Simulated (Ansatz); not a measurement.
Set up this calculation in Ansatz 0.2.0, as an ASE script.

```
Task                                : band structure
Functional                          : HSE06
Dispersion                          : D3(BJ)
Potentials or basis                 : Ansatz PAW
Cutoff                              : 420 eV
Density cutoff                      : 1680 eV
k mesh                              : 8 × 8 × 8
Occupations                         : fermi-dirac, width 0.05 eV
Spin                                : no spin polarisation
Driver                              : chain
Path                                : [["G", "H", "N", "G", "P", "H"], ["P", "N"]]
Points for each segment of the path : 4
```

The structure of Ti lies in Ti.xyz:

```xyz
1
Lattice="-1.6410000000 1.6410000000 1.6410000000 1.6410000000 -1.6410000000 1.6410000000 1.6410000000 1.6410000000 -1.6410000000" Properties=species:S:1:pos:R:3 pbc="T T T"
Ti     0.0000000000      0.0000000000      0.0000000000
```

This isn't the form of Ti at room conditions, which is hcp.

The input as run:

run.py

```python
import json

import ase.io
import numpy as np

import ansatz as az

atoms = ase.io.read("Ti.xyz")

calculation = (
    az.Crystal.from_ase(atoms)
    .calculation()
    .kpoints(8, 8, 8)
    .functional("hse06", dispersion="d3bj")
    .pseudopotentials(kind="paw")
    .scf(extra_bands=6)
    .occupations(method="fermi_dirac", width=0.05)
    .band_structure(path=(((0.0, 0.0, 0.0), (0.5, -0.5, 0.5), (0.0, 0.0, 0.5), (0.0, 0.0, 0.0), (0.25, 0.25,
        0.25), (0.5, -0.5, 0.5)), ((0.25, 0.25, 0.25), (0.0, 0.0, 0.5))), intervals=4)
    .forces()
    .stress()
    .band_table(publish=True)
)
outcome = calculation.run(threads=2, events_out="events.jsonl")

report = outcome.report
for line in open("events.jsonl"):
    event = json.loads(line)
    if event["event"] == "scf_iter":
        d = event["data"]
        print(f"SCF {d['iter']:3d}  HF = {d['harris_foulkes_ev']:.6f} eV  dr2 = {d['dr2_ev']:.2e} eV")
    elif event["event"] in ("relax_step", "md_step"):
        d = event["data"]
        print(f"{event['event']} {d['step']:3d}  E = {d['lagrangian_ev']:.6f} eV")
np.set_printoptions(precision=5, suppress=True, linewidth=110)
print("converged:", report["converged"], "after", report["n_iterations"], "iterations")
print(f"free energy {report['free_energy_ev']:.6f} eV, Fermi level {report['fermi_energy_ev']:.4f} eV")
for key in ("band_edges_ev", "magnetization_mub", "site_moments_mub", "site_moments_nc_mub", "forces_ev_ang",
                "stress_gpa"):
    if report.get(key) is not None:
        print(key, np.array(report[key]), sep="\n")
```

Potentials or basis: Ansatz PAW.

Launch:

```sh
$ python run.py
```

It gave:

```yaml
Pressure: -10.8 GPa
Band_gap_on_the_k_mesh: none (metal or under the smearing width)
```

Caveat: the PAW data sets were made with another functional, which shifts forces and pressure a little; pairwise dispersion overbinds metals, which lowers pressure and volume; the thresholds are loose for stress.

Wall time 63 s on 2 threads of Arm Neoverse V2, with other jobs on the host, peak memory 1.1 GiB.
